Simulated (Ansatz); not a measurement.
Perturbing Al₂Cu

Base: a COD entry, whose atoms a relaxation with PBE at fixed cell left in place.

```
Al Cu
1.0
    -3.03350    3.03350    2.43850
     3.03350   -3.03350    2.43850
     3.03350    3.03350   -2.43850
Al Cu
4 2
Cartesian
  0.9592 3.9927 0.0000
  2.0743 0.9592 0.0000
  2.0743 -0.9592 2.4385
  0.9592 2.0743 2.4385
  0.0000 0.0000 1.2192
  0.0000 0.0000 3.6578
```

Atom numbers follow the list; atoms alike are taken as one site, whose name carries the number of the first.

The numbers come from a DFT calculation in Ansatz (PBE, plane waves and PAW, scalar-relativistic, 420 eV cutoff, Γ-centred 12×12×12 k-points, Fermi–Dirac smearing 0.05 eV).

Question: Variant: z stretched by 1 %, ions relaxed. What happens to the gradients (10²¹ V/m²)?

Answer: 

```tsv
site	atoms	V_zz base	η base	V_zz variant	η variant
Al	1, 2, 3, 4	-0.76	0.61	-0.80	0.56
Cu	5, 6	-2.80	0.00	-2.48	0.00
```

The largest change of V_zz is on Cu, from -2.80 to -2.48. In per cent, |V_zz| changes by -11 on Cu (all sites that start above 2).

The run finds no gap above 0.1 eV (a metal, or nearly one), so the gradients can move by 10 % or more with the k-mesh.
